**Q:** I have a list of G0W0 levels for cubic SiC beside the PBE0 levels they started from, and the two columns are almost the same. Did the second calculation find that there was nothing to correct?

SiC, 2 atoms in the cell, built as database structure, space group F-43m (216), conventional a = 4.356 Å, 10.33 Å³ an atom. One-shot G0W0 at finite bands, cutoff and k mesh (short of the basis limit), each kind of level from its own valence top. Ansatz 0.2.0, plane-wave PAW, no spin polarisation, cell relaxed with r2SCAN; starting functional PBE0; cutoff 420 eV; k mesh 8×8×8; fixed occupations.

```
band  b (fraction of the reciprocal vector)  c (fraction of the reciprocal vector)  kohn sham level (eV)  quasiparticle level (eV)  exchange less vxc (eV)  correlation (eV)  renormalisation
  v2                                      0                                      0                 0.000                     0.000                  -1.699             1.607          0.82000
  v1                                      0                                      0                 0.000                     0.000                  -1.699             1.607          0.82000
  c1                                      0                                      0                 8.273                     8.088                   4.773            -5.049          0.81500
  c2                                      0                                      0                 9.353                     9.327                   4.743            -4.861          0.82900
  v2                                      0                                  0.125                -0.219                    -0.219                  -1.743             1.651          0.82000
  v1                                      0                                  0.125                -0.219                    -0.219                  -1.743             1.651          0.82000
  c1                                      0                                  0.125                 8.492                     8.358                   4.702            -4.928          0.82200
  c2                                      0                                  0.125                 9.742                     9.706                   4.844            -4.972          0.82500
  v2                                      0                                   0.25                -0.665                    -0.665                  -1.848             1.756          0.81900
  v1                                      0                                   0.25                -0.665                    -0.665                  -1.848             1.756          0.81900
  c1                                      0                                   0.25                 7.964                     7.859                   4.559            -4.756          0.82900
  c2                                      0                                   0.25                10.003                     9.946                   4.897            -5.047          0.82300
  v2                                      0                                  0.375                -1.028                    -1.030                  -1.944             1.851          0.81700
  v1                                      0                                  0.375                -1.028                    -1.030                  -1.944             1.851          0.81700
  c1                                      0                                  0.375                 7.528                     7.426                   4.477            -4.670          0.83100
  c2                                      0                                  0.375                 9.514                     9.449                   4.758            -4.915          0.82800
  v2                                      0                                   -0.5                -1.160                    -1.163                  -1.981             1.886          0.81700
  v1                                      0                                   -0.5                -1.160                    -1.163                  -1.981             1.886          0.81700
  c1                                      0                                   -0.5                 7.380                     7.279                   4.451            -4.643          0.83100
  c2                                      0                                   -0.5                 9.233                     9.168                   4.693            -4.850          0.83000
  v2                                  0.125                                  0.125                -0.762                    -0.762                  -1.852             1.761          0.81900
  v1                                  0.125                                  0.125                -0.762                    -0.762                  -1.852             1.761          0.81900
  c1                                  0.125                                  0.125                 8.127                     8.038                   4.523            -4.703          0.83100
  c2                                  0.125                                  0.125                 9.357                     9.238                   4.963            -5.174          0.81200
```

**A:** That is the natural reading, but the two columns to the right of the levels contradict it. The Kohn–Sham level is the PBE0 starting value, and the quasiparticle level is the G0W0 energy for adding or removing an electron. "Exchange less vxc" is the change on replacing PBE0's exchange and correlation by full exact exchange, and "correlation" is the change when the other electrons are then allowed to respond. For c1, the lowest empty band, at Γ (b = c = 0) these two changes are +4.773 and −5.049 eV. The correction consists of two large terms that almost cancel.

**Q:** But each set of levels has its own zero. Could the shift be hidden there?

**A:** Part of it is. The valence top itself moves by −1.699 + 1.607 = −0.092 eV, and setting it to zero in both columns removes that common motion. Counted from the valence top, exchange raises every listed empty level by more than 6 eV and correlation lowers it by slightly more. What remains is a downward shift of 0.03 to 0.19 eV. The listed filled levels move by no more than 0.003 eV.

**Q:** There is also a column called renormalisation, about 0.82 everywhere. Perhaps it damps a large correction down to a small one?

**A:** A factor of 0.82 removes less than a fifth of whatever it multiplies. Applied to the exchange part alone, it would leave c1 at Γ about 5.3 eV higher above the valence top, whereas the level actually comes down. The printed levels also follow from the plain sum of the starting level and the two changes, without this factor, to within 0.001 eV. That is expected if the correlation part is taken at the final level rather than at the starting one. The smallness therefore comes from the cancellation.

**Q:** Then why should exchange and correlation cancel? They sound like separate effects.

**A:** They are linked by screening. Exact exchange on its own lowers filled levels and raises empty ones, because it treats an added electron or a hole as if the surrounding electrons stood still. In the real crystal they move, and the charge they rearrange makes it cheaper both to add an electron and to remove one. Empty levels therefore come down and filled levels go up, which are the signs in the correlation column. Screening takes back a large part of what exact exchange has done.

**Q:** A large part is not nearly all. What makes the balance so close here?

**A:** The starting point does. PBE0 doesn't begin without exact exchange; it already contains a quarter of it. In a medium with dielectric constant ε, the share that survives screening is roughly 1/ε. This calculation gives ε = 5.18 for SiC, so the surviving share is about 0.19, not far from the 0.25 already present. G0W0 first adds the missing three quarters of exact exchange and then removes most of the exchange through screening, ending close to where PBE0 stood.

**Q:** Can you turn that into a number that I can check?

**A:** Let D be the difference between exact exchange and PBE exchange for a level, counted from the valence top.

1. PBE0 already includes D/4, so going to full exact exchange adds 0.75 D. This is the exchange column, if differences in PBE correlation between levels are neglected.
2. Screening should leave D/ε, so correlation has to remove (1 − 1/ε) D. This assumes that the screened-out part is replaced by a local potential that acts much like PBE exchange.
3. The net shift is then (1/ε − 1/4) D.

For c1 at Γ the exchange part is 4.773 + 1.699 = 6.472 eV, so D = 6.472/0.75 = 8.63 eV. Correlation should therefore contribute −(1 − 0.193) × 8.63 = −6.96 eV. The table gives −5.049 − 1.607 = −6.656 eV.

**Q:** That is close. Did you adjust anything to get it?

**A:** No row was used to set the slope between correlation and exchange; it follows from the computed ε and PBE0's fixed quarter. For the listed empty levels the estimate exceeds the computed correlation part by 5 to 7 %. The output printed after this text compares the two row by row. But this is a weak test. The formula makes the correlation part 1.08 times the exchange part, and even ε = 10 would raise that only to 1.2. Simply setting the two parts equal and opposite comes closer in every listed empty row. The estimate makes a near balance plausible, but it doesn't fix the balance precisely.

**Q:** So I could use your formula to predict the shift itself?

**A:** Only the direction that this calculation finds for the empty levels, at its finite basis. For c1 at Γ the formula gives −0.49 eV, while the computed shift is −0.185 eV. An error of a few per cent in a term of nearly 7 eV is larger than the shift being sought. Changing the surviving share by only 0.01 moves this level by about 0.09 eV. For the filled levels below the valence top the formula predicts small upward shifts, while the table shows either no shift or a tiny downward one.

**Q:** Why does the formula remove too much?

**A:** A likely reason is that ε describes screening over long distances. Close to an electron the others have less room to rearrange, so screening is weaker there and more of the exchange survives. Working backwards from the table gives an effective share of 0.23 to 0.25 for the empty levels, above 1/ε as this argument requires. But that share is only the computed cancellation written in another form, and two other simplifications could contribute: the formula neglects PBE correlation, and it uses a static ε although the real response depends on frequency. The table doesn't separate these causes.

**Q:** I would happily take the PBE0 bands and move all the empty ones by one constant. Is that safe?

**A:** It depends on the accuracy you need. The average shift of the listed empty levels is −0.09 eV, with a typical scatter of 0.04 eV around it. At Γ, however, c1 falls by 0.185 eV and the next band, c2, by only 0.026 eV. Their exchange parts are nearly equal, so the difference comes mainly from correlation, which a single dielectric constant doesn't resolve. Making the shift proportional to the level's energy does no better than the constant.

**Q:** What should I expect for another semiconductor?

**A:** Compare 1/ε with the share of exact exchange in the starting functional. If screening leaves less than that share, the start has too much exchange and G0W0 should pull the empty levels down towards the filled ones. If it leaves more, they should move apart. The border isn't sharp: SiC, with a computed 1/ε of about 0.19, is already close to balance with a share of 0.25. This rule is an argument from theory, since the table holds one material and one starting functional.

**Q:** Is there a calculation that could prove the argument wrong?

**A:** Repeat G0W0 for the same crystal from plain PBE, which contains no exact exchange. The quarter that now balances the screened exchange would be absent, so the two large terms should no longer cancel so closely. The empty levels should then move clearly up from their PBE positions. If they stayed almost still, as they do here, the explanation through PBE0's quarter of exchange would fail.

**Q:** And the band gap, which is what I need in the end?

**A:** The gap runs from Γ to X, and X is not among the listed points, but the same calculation gives it as 2.95 eV in PBE0 and 2.82 eV in G0W0. That is a narrowing of 0.13 eV, or about 4 %. In the data makers' tests on other systems, G0W0 gaps at settings of this kind fell short of the value for a complete basis by 6 to 9 % in the median, which here would be about 0.2 to 0.3 eV. Such a shortfall is small beside the terms of 6 eV and leaves their cancellation standing, but it is larger than the narrowing itself. A shortfall of the typical size would turn the narrowing into a slight widening, but it wasn't measured for SiC, so the sign of the converged gap change is still open, and so is the final sign of the small shifts of the listed empty levels. The results for this cell haven't been compared with a second code, and the closeness of the two gaps doesn't show that either is right. PBE0 tends to give semiconductors of this kind too wide a gap, which makes the screening computed from its levels too weak, so G0W0 from this start is expected to keep part of the excess.

Output of the analysis:

```
Counted from the valence top, eV:
  row  net shift  exchange part  correlation part  correlation from 1/eps model  net shift from model
   v2          0              0                 0                             0                     0
   v1          0              0                 0                             0                     0
   c1     -0.185          6.472            -6.656                        -6.963               -0.4913
   c2     -0.026          6.442            -6.468                        -6.931                -0.489
   v2          0         -0.044             0.044                       0.04734               0.00334
   v1          0         -0.044             0.044                       0.04734               0.00334
   c1     -0.134          6.401            -6.535                        -6.887               -0.4859
   c2     -0.036          6.543            -6.579                         -7.04               -0.4967
   v2          0         -0.149             0.149                        0.1603               0.01131
   v1          0         -0.149             0.149                        0.1603               0.01131
   c1     -0.105          6.258            -6.363                        -6.733               -0.4751
   c2     -0.057          6.596            -6.654                        -7.097               -0.5007
   v2     -0.002         -0.245             0.244                        0.2636                0.0186
   v1     -0.002         -0.245             0.244                        0.2636                0.0186
   c1     -0.102          6.176            -6.277                        -6.645               -0.4688
   c2     -0.065          6.457            -6.522                        -6.947               -0.4902
   v2     -0.003         -0.282             0.279                        0.3034               0.02141
   v1     -0.003         -0.282             0.279                        0.3034               0.02141
   c1     -0.101           6.15             -6.25                        -6.617               -0.4669
   c2     -0.065          6.392            -6.457                        -6.877               -0.4852
   v2          0         -0.153             0.154                        0.1646               0.01161
   v1          0         -0.153             0.154                        0.1646               0.01161
   c1     -0.089          6.222             -6.31                        -6.694               -0.4723
   c2     -0.119          6.662            -6.781                        -7.168               -0.5057
Share of exchange left by static screening, 1/eps: 0.1931
Model slope of correlation against exchange column: -1.076
Model correlation part over computed, smallest excess in empty rows, %: 4.617
Model correlation part over computed, largest excess in empty rows, %: 7.159
Effective share of exchange kept, smallest in empty rows: 0.2287
Effective share of exchange kept, largest in empty rows: 0.247
Change of net shift of c1 at Gamma if the share changes by 0.01, eV: 0.08629
Exchange part alone damped by renormalisation, c1 at Gamma, eV: 5.283
Largest miss of levels from plain sum, eV: 0.001
Largest miss of levels from sum times renormalisation, eV: 0.0355
Scissors: mean shift of empty rows, eV: -0.09033
Scissors: rms miss in empty rows, eV: 0.04247
Stretch: rms miss in empty rows, eV: 0.04788
Correlation coefficient of shift with PBE0 level in empty rows: 0.5614
Change of the Gamma to X gap from PBE0 to G0W0, eV: -0.1265
Change of that gap, % of PBE0 gap: -4.295
```
